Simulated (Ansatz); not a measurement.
**Al(001) (P6_3/mmc bulk, slab 16 Å thick) with one Al vacancy in a 2 × 2 cell: relaxation and tunnelling images, part 1 of 2**

The task: relax Al(001) (P6_3/mmc bulk, slab 16 Å thick) with one Al vacancy in a 2 × 2 cell and compute the vacuum tail of its states by energy, as an STM tip samples it.

Method: DFT PBE, scalar-relativistic, plane waves, PAW, in Ansatz 0.2.0.

### 1 Starting point

Symmetry: P3m1, No. 156, trigonal system. The conventional cell has a = 5.654 Å, b = 5.654 Å, c = 36.075 Å, α = 90.00°, β = 90.00°, γ = 120.00°. Al (site symmetry m) is surrounded by 9 Al at 2.82 to 2.83 Å. Al (site symmetry 3m) has 9 Al at 2.82 to 2.83 Å in its first shell of neighbours. Al (site symmetry m) has 12 Al at 2.82 to 2.83 Å in its first shell of neighbours. Around Al (site symmetry 3m) lie 12 Al at 2.82 to 2.83 Å. Only part of the 15 independent sites is listed.

Coordinates:

```cif
data_structure
_symmetry_space_group_name_H-M 'P 1'
_symmetry_Int_Tables_number 1
_cell_length_a 5.6542
_cell_length_b 5.6542
_cell_length_c 36.0755
_cell_angle_alpha 90.000
_cell_angle_beta 90.000
_cell_angle_gamma 120.000
_cell_volume 998.80
loop_
_atom_site_label
_atom_site_type_symbol
_atom_site_fract_x
_atom_site_fract_y
_atom_site_fract_z
_atom_site_occupancy
Al1 Al 0.16667 0.33333 0.27720 1
Al2 Al 0.16667 0.83333 0.27720 1
Al3 Al 0.66667 0.33333 0.27720 1
Al4 Al 0.66667 0.83333 0.27720 1
Al5 Al 0.00000 0.00000 0.34085 1
Al6 Al 0.00000 0.50000 0.34085 1
Al7 Al 0.50000 0.00000 0.34085 1
Al8 Al 0.50000 0.50000 0.34085 1
Al9 Al 0.33333 0.16667 0.40451 1
Al10 Al 0.33333 0.66667 0.40451 1
Al11 Al 0.83333 0.16667 0.40451 1
Al12 Al 0.83333 0.66667 0.40451 1
Al13 Al 0.00000 0.00000 0.46817 1
Al14 Al 0.00000 0.50000 0.46817 1
Al15 Al 0.50000 0.00000 0.46817 1
Al16 Al 0.50000 0.50000 0.46817 1
Al17 Al 0.16667 0.33333 0.53183 1
Al18 Al 0.16667 0.83333 0.53183 1
Al19 Al 0.66667 0.33333 0.53183 1
Al20 Al 0.66667 0.83333 0.53183 1
Al21 Al 0.00000 0.00000 0.59549 1
Al22 Al 0.00000 0.50000 0.59549 1
Al23 Al 0.50000 0.00000 0.59549 1
Al24 Al 0.50000 0.50000 0.59549 1
Al25 Al 0.33333 0.16667 0.65915 1
Al26 Al 0.33333 0.66667 0.65915 1
Al27 Al 0.83333 0.16667 0.65915 1
Al28 Al 0.83333 0.66667 0.65915 1
Al29 Al 0.00000 0.00000 0.72280 1
Al30 Al 0.00000 0.50000 0.72280 1
Al31 Al 0.50000 0.00000 0.72280 1
```

Slab cut from the bulk at the bulk's listed lattice constants, lower half held.

### 2 Relaxing the atoms

Input file input.yaml:

```yaml
crystal:
  lattice:
    - [5.65415404, 0.0, 0.0]
    - [-2.82707702, 4.89664104, 0.0]
    - [0.0, 0.0, 36.0754875961]
  atoms:
    - { symbol: Al, position: [0.166666665, 0.33333333, 0.2771965306] }
    - { symbol: Al, position: [0.166666665, 0.83333333, 0.2771965306] }
    - { symbol: Al, position: [0.666666665, 0.33333333, 0.2771965306] }
    - { symbol: Al, position: [0.666666665, 0.83333333, 0.2771965306] }
    - { symbol: Al, position: [0.0, 0.0, 0.3408546606] }
    - { symbol: Al, position: [0.0, 0.5, 0.3408546606] }
    - { symbol: Al, position: [0.5, 0.0, 0.3408546606] }
    - { symbol: Al, position: [0.5, 0.5, 0.3408546606] }
    - { symbol: Al, position: [0.333333335, 0.16666667, 0.4045128002] }
    - { symbol: Al, position: [0.333333335, 0.66666667, 0.4045128002] }
    - { symbol: Al, position: [0.833333335, 0.16666667, 0.4045128002] }
    - { symbol: Al, position: [0.833333335, 0.66666667, 0.4045128002] }
    - { symbol: Al, position: [0.0, 0.0, 0.4681709302] }
    - { symbol: Al, position: [0.0, 0.5, 0.4681709302] }
    - { symbol: Al, position: [0.5, 0.0, 0.4681709302] }
    - { symbol: Al, position: [0.5, 0.5, 0.4681709302] }
    - { symbol: Al, position: [0.166666665, 0.33333333, 0.5318290698] }
    - { symbol: Al, position: [0.166666665, 0.83333333, 0.5318290698] }
    - { symbol: Al, position: [0.666666665, 0.33333333, 0.5318290698] }
    - { symbol: Al, position: [0.666666665, 0.83333333, 0.5318290698] }
    - { symbol: Al, position: [0.0, 0.0, 0.5954871998] }
    - { symbol: Al, position: [0.0, 0.5, 0.5954871998] }
    - { symbol: Al, position: [0.5, 0.0, 0.5954871998] }
    - { symbol: Al, position: [0.5, 0.5, 0.5954871998] }
    - { symbol: Al, position: [0.333333335, 0.16666667, 0.6591453394] }
    - { symbol: Al, position: [0.333333335, 0.66666667, 0.6591453394] }
    - { symbol: Al, position: [0.833333335, 0.16666667, 0.6591453394] }
    - { symbol: Al, position: [0.833333335, 0.66666667, 0.6591453394] }
    - { symbol: Al, position: [0.0, 0.0, 0.7228034694] }
    - { symbol: Al, position: [0.0, 0.5, 0.7228034694] }
    - { symbol: Al, position: [0.5, 0.0, 0.7228034694] }
basis:
  ecutwfc: 420.0
  fft_grid_basis: typed
kpoints:
  mp_grid: { grid: [6, 6, 1] }
hamiltonian:
  xc: pbe
  pseudopotentials: { kind: paw }
scf:
  occupations: { method: gaussian, width: 0.1 }
output:
  forces: true
  eigenvalues: true
efield:
  axis: 3
  dipole_correction: true
  ramp_width: 0.04
relax:
  adjacent_minimum: "off"
  f_tol: 0.04
  max_steps: 40
  constraints: [{ sites: [0, 1, 2, 3, 4, 5, 6, 7, 8, 9, 10, 11, 12, 13, 14, 15] }]
```

Started as:

```
> ansatz run input.yaml --threads 4 --pin off --max-ram 8847MiB --backend cpu --events-out ev --progress --plain --runs-dir out
```

Output:

```text
Warning: RAYON_NUM_THREADS=4 ignored (pool sized by the plan → 4); use --threads N
Engine: ansatz 0.2.0, aarch64-unknown-linux-gnu
Pseudopotentials: kind: paw
Pseudopotential: Al, paw, valence charge 3, recommended cutoff 420 eV (normal), Al.paw.azcp
Functional definition: PBE
  parameter kappa = 0.804
  parameter beta = 0.06672455060314922
  exchange = pbe_x(kappa = kappa, mu = beta*pi^2/3)
  correlation = pbe_c(beta = beta)
Crystal: 31 atoms, lattice volume = 998.799 Å³
Basis set: ecut = 420 eV, 19549 PW (Γ), exchange–correlation on 80×80×486 points (8 copies of the dense FFT grid, shifted against one another)
Bands: 78, of which v1, the nominal top of the filled ones, is band 47 counted from 1 (46 counted from 0)
Symmetry: 6 space group operations
Space group: P3m1 (ITA 156), of the structure as read, at distance tolerance 1.0e-4 Å
k-points: 7 of 36 (time reversal used)
Non-local potential: Al, projectors of the file, l = 0: 2, l = 1: 2, l = 2: 1
PAW form: soft (Blöchl's): semilocal exchange-correlation on the pseudo side does not see the compensation charge
PAW one-centre angular grid: Al, 110 points (default); XC on 64 Gauss nodes
Initial density: superposition of atomic densities (neutral atoms: chi_scale 0, normalization atom), corrected by the library's trained network
Initial wavefunctions: pseudopotential atomic-orbital guess
Functional: x = pbe(κ = 0.804, μ = 0.2195149727645171), c = pbe(β = 0.06672455060314922)
SCF iter   1: F=—  HF=-16658.703003 eV  |F-HF|=—  |Δ(HF+E_count)|=         —  Δρ=1.85e-3  dr2=1.44e0  ethr=1.77e-3  p=-0.006 e·Å  D=-1.05e-3 V/Å  ΔV_dip=0.04 eV  dr2_dipole=2.45e-2  V_vac-E_F(+/−)=4.18/4.14 eV  ⟨swp⟩=9.6  Hψ=3287  notcnv=0  defer=19
efield: sawtooth ramp at fractional position 0.9800 (placed from the atoms, in the widest stretch of the axis that holds none; the zero of the levels goes with the place), width 0.0400; the density the first Hamiltonian is built on has a dipole p = -0.006 e·Å; the dipole correction subtracts the counter field D = -1.05e-3 V/Å, which shifts the + side's vacuum level by +0.04 eV against the − side's; the planar-averaged density in the ramp window peaks in size at 2.0e-6 e/Å³
preconditioner: auto → LDOS  [metal: Δε(μ)=0.071 eV  Ē_g=6.588 eV  σ=0.100 eV  W_gap=0.38  n_scr=110 (ndim 8)  ℏωp=11.3 eV  f_vac=0.427  D(μ)=13.95/eV (n_scr^D=84)  β→1.0]
SCF iter   2: F=—  HF=-16658.666145 eV  |F-HF|=—  |Δ(HF+E_count)|=   3.69e-2  Δρ=5.66e-4  dr2=1.26e-2  ethr=1.54e-3  p=-0.008 e·Å  D=-1.41e-3 V/Å  ΔV_dip=0.05 eV  dr2_dipole=2.00e-3  V_vac-E_F(+/−)=4.15/4.10 eV  ⟨swp⟩=1.0  Hψ=630  notcnv=0  defer=26
SCF iter   3: F=—  HF=-16658.666805 eV  |F-HF|=—  |Δ(HF+E_count)|=   6.60e-4  Δρ=2.09e-4  dr2=9.11e-3  ethr=1.35e-5  p=-0.008 e·Å  D=-1.49e-3 V/Å  ΔV_dip=0.05 eV  dr2_dipole=1.71e-3  V_vac-E_F(+/−)=4.16/4.10 eV  ⟨swp⟩=2.1  Hψ=746  notcnv=0  defer=36
SCF iter   4: F=—  HF=-16658.666552 eV  |F-HF|=—  |Δ(HF+E_count)|=   2.53e-4  Δρ=4.52e-5  dr2=1.20e-4  ethr=9.79e-6  p=-0.008 e·Å  D=-1.51e-3 V/Å  ΔV_dip=0.05 eV  dr2_dipole=9.99e-6  V_vac-E_F(+/−)=4.15/4.10 eV  ⟨swp⟩=1.4  Hψ=446  notcnv=0  defer=36
iter 5 did not close the SCF: its close was put off for the readings that it lacked (scf_convergence_deferred on its scf_iter line)
SCF iter   5: F=-16658.666546 eV  HF=-16658.666570 eV  |F-HF|=2.38e-5  |Δ(HF+E_count)|=   1.72e-5  Δρ=1.49e-5  dr2=1.77e-5  ethr=1.29e-7  p=-0.009 e·Å  D=-1.55e-3 V/Å  ΔV_dip=0.06 eV  dr2_dipole=1.08e-5  V_vac-E_F(+/−)=4.15/4.09 eV  ⟨swp⟩=2.9  Hψ=826  notcnv=0  defer=36
SCF iter   6: F=-16658.666570 eV  HF=-16658.666572 eV  |F-HF|=1.80e-6  |Δ(HF+E_count)|=   2.00e-6  Δρ=5.85e-6  dr2=2.17e-6  ethr=1.91e-8  p=-0.009 e·Å  D=-1.56e-3 V/Å  ΔV_dip=0.06 eV  dr2_dipole=4.98e-7  V_vac-E_F(+/−)=4.15/4.09 eV  ⟨swp⟩=38.0  Hψ=4328  notcnv=0
SCF 1 converged in 6 iterations: F = -16658.666570 eV  dr2 = 2.17e-6
relax step   1: F+E_penalty+E_count = -16658.66656974 eV  Δ(F+E_penalty+E_count) = +0.000e0 eV  max|allowed force component| = 2.175e-1 eV/Å  Δτ_max = 0.0000 Å  (6 SCF iters, dr2 threshold 4.00e-5 eV, accepted)
[... 16 lines left out ...]
relax step   2: F+E_penalty+E_count = -16658.73571847 eV  Δ(F+E_penalty+E_count) = -6.915e-2 eV  max|allowed force component| = 5.912e-2 eV/Å  Δτ_max = 0.1632 Å  (8 SCF iters, dr2 threshold 2.96e-6 eV, accepted)
[... 11 lines left out ...]
relax step   3: F+E_penalty+E_count = -16658.74038389 eV  Δ(F+E_penalty+E_count) = -4.665e-3 eV  max|allowed force component| = 2.061e-2 eV/Å  Δτ_max = 0.0561 Å  (8 SCF iters, accepted)
SCF converged after 8 iterations
Free energy (F): -16658.740384 eV
Harris-Foulkes:  -16658.740384 eV  (|F-HF|=8.00e-10)
Internal energy: -16658.662613 eV  (E = F + TS)
E sigma→0 (E₀):  -16658.701498 eV
Entropy (-TS):   -0.077771 eV (-2.509 meV/atom)
Fermi energy:    2.046306 eV
Dipole field:    D = -0.001165 V/Å  (p = -0.006432 e·Å, saw-weighted, corrected)
Work function:   Φ+ = 4.1527 eV   Φ− = 4.1107 eV
Levels:          The Fermi level and band energies are counted from a zero that moves with the ramp; work functions are not
--- Per-component energies (eV) ---
  E_band       = -207.407699
  E_kinetic    = 698.594014
  E_local      = -41519.525042  (includes V_loc(G=0)·N_el)
  E_nonlocal   = 324.252493
  E_hartree    = 20646.580933
  E_xc         = -1226.018726
  E_vxc        = -889.713491  (∫ρ·V_xc dr)
  E_paw        = -14488.114676  (= ΣΔE_a)
  E_vpaw       = -114.148692  (= ΣTr[D̂ρ^β])
  E_aug_tail   = -0.000067  (compensation charges beyond the density's cutoff)
  E_efield     = 0.000004  (sawtooth field / dipole correction)
  E_vefield    = -0.020498  (∫n·V_field dr)
  E_ewald      = 18905.568455
  E_smearing   = -0.077771  (= −TS)
  E_closure    = -0.000000  (closes the sum)
  Σ components = -16658.740384   (vs F -16658.740384, Δ=0.00e0)
--- Forces (eV/Å), atoms counted from 1 ---
  atom   1  Al    -0.01130477    -0.00652681    -0.18807491
  atom   2  Al    -0.00000000    -0.00000000    -0.21186277
  atom   3  Al     0.01130477    -0.00652681    -0.18807491
  atom   4  Al    -0.00000000     0.01305362    -0.18807491
  atom   5  Al     0.01634858    -0.00943886     0.07129050
  atom   6  Al     0.00000000     0.01887771     0.07129050
  atom   7  Al    -0.01634858    -0.00943886     0.07129050
  atom   8  Al     0.00000000    -0.00000000     0.06216714
  atom   9  Al     0.00000000    -0.02563452    -0.01634673
  atom  10  Al    -0.02220015     0.01281726    -0.01634673
  atom  11  Al     0.00000000     0.00000000    -0.04566203
  atom  12  Al     0.02220015     0.01281726    -0.01634673
  atom  13  Al     0.00501886    -0.00289764     0.13632845
  atom  14  Al     0.00000000     0.00579528     0.13632845
  atom  15  Al    -0.00501886    -0.00289764     0.13632845
  atom  16  Al     0.00000000     0.00000000     0.17905264
  atom  17  Al    -0.00364246    -0.00210297    -0.00143313
  atom  18  Al     0.00000000    -0.00000000     0.00083066
  atom  19  Al     0.00364246    -0.00210297    -0.00143313
  atom  20  Al    -0.00000000     0.00420595    -0.00143313
  atom  21  Al    -0.00116789     0.00067428    -0.00564016
  atom  22  Al     0.00000000    -0.00134857    -0.00564016
  atom  23  Al     0.00116789     0.00067428    -0.00564016
  atom  24  Al     0.00000000    -0.00000000     0.00194912
  atom  25  Al     0.00000000     0.00336383     0.00074231
  atom  26  Al     0.00291316    -0.00168191     0.00074231
  atom  27  Al     0.00000000    -0.00000000     0.02060504
  atom  28  Al    -0.00291316    -0.00168191     0.00074231
  atom  29  Al    -0.00709937     0.00409882     0.00076842
  atom  30  Al     0.00000000    -0.00819764     0.00076842
  atom  31  Al     0.00709937     0.00409882     0.00076842
  max |Σ_I F_I| component: 1.60e-5 eV/Å
--- Band table (eV; the first three rows and the last of 7) ---
  k-point 0: bands = ["-9.0763", "-8.7456", "-8.2107", "-7.4952", "-6.5858", "-5.5863", "-4.4031", "-3.1103", "-3.0935", "-3.0935", "-3.0837", "-3.0184", "-3.0183", "-3.0183", "-2.8124", "-2.8124", "-2.7542", "-2.7198", "-2.6994", "-2.6994", "-2.3293", "-2.3293", "-2.3083", "-2.2203", "-2.2203", "-2.1050", "-1.7772", "-1.7772", "-1.7547", "-1.6808", "-1.6273", "-1.1661", "-1.1661", "-0.7407", "-0.6769", "-0.6769", "-0.4648", "-0.4648", "-0.3640", "-0.1411", "0.1138", "0.1171", "0.1171", "0.7496", "0.7496", "1.0272", "1.4303", "1.4823", "1.4823", "1.5413", "1.8025", "1.8025", "2.4052", "2.6336", "2.8529", "2.8529", "3.0034", "3.0034", "3.1997", "3.5965", "3.7963", "3.7963", "4.0168", "4.3236", "4.3236", "4.6667", "5.1545", "5.4169", "5.4169", "5.5327", "5.6809", "5.8217", "5.8217", "6.0860", "6.4265", "6.7719", "6.9134", "7.0347"]
[... 3 lines left out ...]
--- Relaxed structure (3 steps of the walk, 3 accepted, 0 SCFs on fresh bases) ---
  F+E_penalty+E_count = -16658.74038389 eV   max|allowed force component| = 2.061e-2 eV/Å
  atoms:
    - { symbol: Al, position: [0.16666666666666666, 0.3333333333333333, 0.2771965306] }
    - { symbol: Al, position: [0.16666666666666652, 0.8333333333333333, 0.2771965306] }
    - { symbol: Al, position: [0.6666666666666666, 0.3333333333333333, 0.2771965306] }
    - { symbol: Al, position: [0.6666666666666665, 0.8333333333333333, 0.2771965306] }
    - { symbol: Al, position: [0.0, 0.0, 0.3408546606000001] }
    - { symbol: Al, position: [-2.7755575615628914e-17, 0.49999999999999994, 0.3408546606000001] }
    - { symbol: Al, position: [0.5, 0.0, 0.3408546606000001] }
    - { symbol: Al, position: [0.5, 0.49999999999999994, 0.3408546606000001] }
    - { symbol: Al, position: [0.3333333333333333, 0.16666666666666666, 0.4045128002] }
    - { symbol: Al, position: [0.3333333333333333, 0.6666666666666666, 0.4045128002] }
    - { symbol: Al, position: [0.8333333333333336, 0.16666666666666666, 0.4045128002] }
    - { symbol: Al, position: [0.8333333333333335, 0.6666666666666666, 0.4045128002] }
    - { symbol: Al, position: [0.0, 0.0, 0.46817093020000006] }
    - { symbol: Al, position: [-2.7755575615628914e-17, 0.49999999999999994, 0.46817093020000006] }
    - { symbol: Al, position: [0.5, 0.0, 0.46817093020000006] }
    - { symbol: Al, position: [0.5, 0.49999999999999994, 0.46817093020000006] }
    - { symbol: Al, position: [0.16658431824501174, 0.33329215912250587, 0.53364973891845] }
    - { symbol: Al, position: [0.16666666666666652, 0.8333333333333333, 0.5338442228068843] }
    - { symbol: Al, position: [0.6667078408774942, 0.33329215912250587, 0.53364973891845] }
    - { symbol: Al, position: [0.6667078408774941, 0.8334156817549884, 0.53364973891845] }
    - { symbol: Al, position: [0.0009930059487014513, -0.0009930059487014459, 0.599523019765058] }
    - { symbol: Al, position: [0.0009930059487013865, 0.5019860118974028, 0.599523019765058] }
    - { symbol: Al, position: [0.49801398810259717, -0.0009930059487014457, 0.599523019765058] }
    - { symbol: Al, position: [0.5, 0.49999999999999994, 0.5980895392972672] }
    - { symbol: Al, position: [0.33626215775749324, 0.17252431551498648, 0.664855179434023] }
    - { symbol: Al, position: [0.33626215775749324, 0.6637378422425068, 0.664855179434023] }
    - { symbol: Al, position: [0.8333333333333336, 0.16666666666666666, 0.6635501968409118] }
    - { symbol: Al, position: [0.8274756844850137, 0.6637378422425068, 0.664855179434023] }
    - { symbol: Al, position: [0.00030677667183197463, -0.00030677667183196775, 0.7282993281633653] }
    - { symbol: Al, position: [0.000306776671831932, 0.5006135533436639, 0.7282993281633653] }
    - { symbol: Al, position: [0.499386446656336, -0.00030677667183196775, 0.7282993281633653] }
```

It took 49 s on 4 threads of Arm Neoverse V2, shared host; peak memory 1.9 GiB.

The steps of the relaxation:

```csv
step,energy from step 1 (eV/cell),largest force component (eV/Å)
1,0.0000,0.2175
2,-0.0691,0.0591
3,-0.0738,0.0206
```

Step 1 is the start.

The cell repeats along c, and a dipole correction in the vacuum removes the field between the copies.

Atoms 1, 2, 3, 4, 5, 6, 7, 8, 9, 10, 11, 12, 13, 14, 15, 16, counted from 1, stay fixed.

Read from this run: work function 4.15 eV (top face), 4.11 eV (bottom face); dipole along +c -0.006 e·Å per cell.

(Continued in part 2 of 2.)
